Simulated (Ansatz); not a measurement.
A crystal relaxed with r2SCAN in Ansatz has space group P6_422 (No. 181) and a = 5.711 Å, c = 6.274 Å.

```
atom  site       x       y       z
  Xx    3c  0.5000  0.5000  0.6667
   O    6j  0.2124  0.4249  0.5000
```

r2SCAN gives an indirect gap of 3.90 eV, from A to Γ; the least direct gap is 3.99 eV at A. PBE gives an indirect gap of 3.46 eV, from A to Γ; the least direct gap is 3.54 eV at A. Meshes: r2SCAN 6×6×4, PBE 6×6×4. r2SCAN's ε∞ is 3.4 along x and y, 3.5 along z.

Task: Which element is Xx?
A. Sn
B. Hf
C. Ti
D. Zr

Result: C. Xx is Ti: a 9-atom cell of TiO2 built on the quartz structure (relaxed group P6_422). Ti has 4 O at 1.81 Å; O has 2 Ti at 1.81 Å.

The calculation is spin-unpolarised, and the structure need not be a phase that has been made.

For a response run the program warns that the ground state's bands aren't all converged, so ε∞ carries an extra error.
